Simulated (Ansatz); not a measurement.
O: frozen-core PAW against all-electron methods

```xyz
1
Lattice="0.0000 1.5862 1.5862 1.5862 0.0000 1.5862 1.5862 1.5862 0.0000" Properties=species:S:1:pos:R:3 pbc="T T T"
O     0.0000    0.0000    0.0000
```

The structure comes from a relaxation in the same program, started in the fcc type, and has space group Fm-3m. Whether it is a known phase or the ground state wasn't checked.

This is a hypothetical arrangement without O2 molecules, not solid oxygen as it is known.

Levels of theory: DFT, PBE, PAW with Ansatz's default frozen-core files, scalar-relativistic (Ansatz 0.2.0); DFT, PBE, all-electron LAPW, scalar-relativistic (Ansatz 0.2.0).

For PAW: a Γ-centred 16×16×16 k mesh, Fermi–Dirac smearing of 0.03 eV, cutoff 420 eV, no spin polarisation. LAPW targets a basis error of 0.25 meV/atom. The Ansatz runs share mesh, smearing and spin set-up. Plane-wave (PAW) pressures include the program's estimate of the Pulay term.

Stress and pressure are positive in compression.

Levels count from the Fermi level.

PAW results:

```tsv
quantity	PAW
pressure (GPa)	-0.02
highest filled level at Γ (eV)	-21.078
lowest empty level at Γ (eV)	1.843
highest filled level at U (eV)	-0.150
lowest empty level at U (eV)	19.479
highest filled level at X (eV)	-0.729
lowest empty level at X (eV)	17.134
```

**Question.** What does full-potential LAPW give for the same quantities?

**Answer.** 
```json
{"quantity": "pressure (GPa)", "LAPW": "-0.02"}
{"quantity": "highest filled level at Γ (eV)", "LAPW": "-21.078"}
{"quantity": "lowest empty level at Γ (eV)", "LAPW": "1.845"}
{"quantity": "highest filled level at U (eV)", "LAPW": "-0.151"}
{"quantity": "lowest empty level at U (eV)", "LAPW": "19.469"}
{"quantity": "highest filled level at X (eV)", "LAPW": "-0.729"}
{"quantity": "lowest empty level at X (eV)", "LAPW": "17.117"}
```
